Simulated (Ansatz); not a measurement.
This is a one-shot G0W0 calculation with the plane-wave code Ansatz on BN (started from an entry of an open crystallographic database); the level of theory is G0W0@PBE with 162 empty bands, a screening cutoff of 210 eV and a 6×6×4 mesh. The cell was relaxed beforehand with r2SCAN.

```yaml
crystal:
  lattice:
    - [2.5439493114, 0.0, 0.0]
    - [-1.2719746557, 2.2031247296, 0.0]
    - [0.0, 0.0, 4.207816782]
  atoms:
    - { symbol: B, position: [0.6666666667, 0.3333333333, 0.0002035746] }
    - { symbol: B, position: [0.3333333333, 0.6666666667, 0.5002035746] }
    - { symbol: "N", position: [0.6666666667, 0.3333333333, 0.3747964254] }
    - { symbol: "N", position: [0.3333333333, 0.6666666667, 0.8747964254] }
kpoints:
  mp_grid: { grid: [6, 6, 4] }
hamiltonian:
  xc: pbe
scf:
  occupations: { method: fixed }
gw:
  n_empty_bands: 162
  ecut_chi: 210
  qp_bands: [v2, c2]
  qp_kpoints: band_edges
  screening: { model: contour_deformation }
```

Some lines of the output have been replaced by numbered gaps.
```
Functional definition: PBE
Crystal: 4 atoms, lattice volume = 23.583 Å³
[1]
Bands: 12, of which v1, the nominal top of the filled ones, is band 8 counted from 1 (7 counted from 0)
Symmetry: 12 space group operations
Space group: P63mc (ITA 186)
[2]
preconditioner: auto → none  [insulator: Δε(μ)=5.190 eV  ℏωp=30.6 eV]
SCF 1 converged in 6 iterations: F = -1084.474502 eV  dr2 = 6.53e-11
Free energy (F): -1084.474502 eV
Fermi energy:    11.366523 eV
--- G₀W₀: contour deformation, 6 samples at zero and on the imaginary axis and 2 off it, 144 q-points, 162 empty bands' worth ---
    ik  band        ε_KS         Σx   Σc(E_QP)       V_xc       Z   E_QP_lin       E_QP  E_QP is
     0     7     11.3665   -23.0358     2.5761   -19.4344  0.8237    10.3369    10.3412  root
     0     8     11.3665   -23.0358     2.5761   -19.4344  0.8237    10.3369    10.3412  root
     0     9     19.7624    -7.7122    -5.5412   -14.3977  0.8386    20.9129    20.9067  root
     0    10     19.7624    -7.7122    -5.5412   -14.3977  0.8386    20.9129    20.9067  root
     1     7     10.9888   -22.8878     2.6458   -19.1806  0.8232     9.9227     9.9274  root
     1     8     10.9888   -22.8878     2.6458   -19.1806  0.8232     9.9227     9.9274  root
     1     9     20.2007    -7.7914    -5.6110   -14.5690  0.8370    21.3740    21.3674  root
     1    10     20.2007    -7.7914    -5.6110   -14.5690  0.8370  [3]
     3     7     10.5009   -22.4996     2.6110   -18.8015  0.8233  [4]
     3     8     10.7761   -22.8414     2.6901   -19.0684  0.8229     9.6883     9.6932  root
     3     9     19.1040    -8.0858    -5.3505   -14.3721  0.8409  [5]
     3    10     20.6272    -8.2671    -5.7521   -15.2211  0.8322    21.8365    21.8290  root
     5     7      9.3688   -22.4315     2.9724   -18.2542  0.8200     8.1570     8.1639  root
     5     8      9.3688   -22.4315     2.9724   -18.2542  0.8200     8.1570     8.1639  root
     5     9     20.1086    -8.3069    -5.4957   -14.8024  0.8377    21.1132    21.1084  root
     5    10     20.1086    -8.3069    -5.4957   -14.8024  0.8377    21.1132    21.1084  root
     6     7      8.7279   -21.8908     2.9565   -17.6938  0.8196     7.4798     7.4874  root
     6     8      9.7110   -22.6619     2.9349   -18.5480  0.8205     8.5256     8.5321  root
     6     9     18.3596    -8.2230    -5.1178   -14.1032  0.8452  [6]
     6    10     20.2392    -8.2225    -5.4829   -14.7011  0.8361    21.2396    21.2348  root
     7     7      8.8456   -22.3218     3.0414   -18.0413  0.8187     7.5990     7.6066  root
     7     8      9.1759   -22.4898     3.0398   -18.2271  0.8192     7.9458     7.9531  root
     7     9     18.1579    -8.4207    -5.0794   -14.2667  0.8449  [7]
     7    10     19.4616    -7.9995    -5.3602   -14.2539  0.8413    20.3594    20.3558  root
     8     7      8.1077   -22.3168     3.2858   -17.7219  0.8159     6.7893     6.7986  root
     8     8      8.1077   -22.3168     3.2858   -17.7219  0.8159  [8]
     8     9     18.6117    -8.3645    -5.1661   -14.3468  0.8435    19.4308    19.4279  root
     8    10     18.6117    -8.3645    -5.1661   -14.3468  0.8435    19.4308    19.4279  root
     9     7      6.9488   -21.1583     3.2757   -16.5178  0.8148     5.5728     5.5839  root
     9     8      9.2480   -22.6392     3.0521   -18.3674  0.8191  [9]
     9     9     18.1007    -7.9505    -5.0768   -13.7196  0.8480    18.7950    18.7930  root
     9    10     19.3539    -8.8556    -5.1402   -14.8755  0.8388    20.2370    20.2335  root
    10     7      7.8627   -21.8861     3.2078   -17.3665  0.8164     6.5415     6.5509  root
    10     8      8.6928   -22.4754     3.1639   -18.0475  0.8177     7.4206     7.4288  root
    10     9     18.2208    -8.7972    -4.9936   -14.5620  0.8437    18.9945    18.9921  root
    10    10     18.2366    -7.9094    -5.1194   -13.7543  0.8471  [10]
  […]
```

The points are ik 0 = (0, 0, 0) (Γ), ik 1 = (0, 0, 1/4), ik 3 = (0, 1/6, 0), ik 5 = (0, 1/6, -1/2), ik 6 = (0, 1/3, 0), ik 7 = (0, 1/3, 1/4), ik 8 = (0, 1/3, -1/2), ik 9 = (0, -1/2, 0), ik 10 = (0, -1/2, 1/4), ik 11 = (0, -1/2, -1/2), ik 12 = (1/6, 1/6, 0), ik 15 = (1/6, 1/3, 0); band 8 is the last filled one.

Problem. Give the withheld lines. They hold quasiparticle rows, cutoff and plane waves at Γ, the count of irreducible k points.

Solution.
```
[1]
Basis set: ecut = 420 eV, 465 PW (Γ)
[2]
k-points: 21 of 144 (time reversal used)
[3]
     1    10     20.2007    -7.7914    -5.6110   -14.5690  0.8370    21.3740    21.3674  root
[4]
     3     7     10.5009   -22.4996     2.6110   -18.8015  0.8233     9.4087     9.4137  root
[5]
     3     9     19.1040    -8.0858    -5.3505   -14.3721  0.8409    20.0438    20.0399  root
[6]
     6     9     18.3596    -8.2230    -5.1178   -14.1032  0.8452    19.1244    19.1220  root
[7]
     7     9     18.1579    -8.4207    -5.0794   -14.2667  0.8449    18.9268    18.9244  root
[8]
     8     8      8.1077   -22.3168     3.2858   -17.7219  0.8159     6.7893     6.7986  root
[9]
     9     8      9.2480   -22.6392     3.0521   -18.3674  0.8191     8.0211     8.0283  root
[10]
    10    10     18.2366    -7.9094    -5.1194   -13.7543  0.8471    18.9643    18.9621  root
```
The trailing digits, and the zero of the energies, depend on the potentials and thresholds.

Command: `ansatz run input.yaml --threads 2 --pin off --max-ram 3686MiB --backend cpu --events-out ev --progress --plain --runs-dir out`. Wall time 2.4 min on 2 threads of Arm Neoverse N1, on a shared host; peak host memory 0.39 GiB.

No spin polarisation and no zero-point or thermal motion.
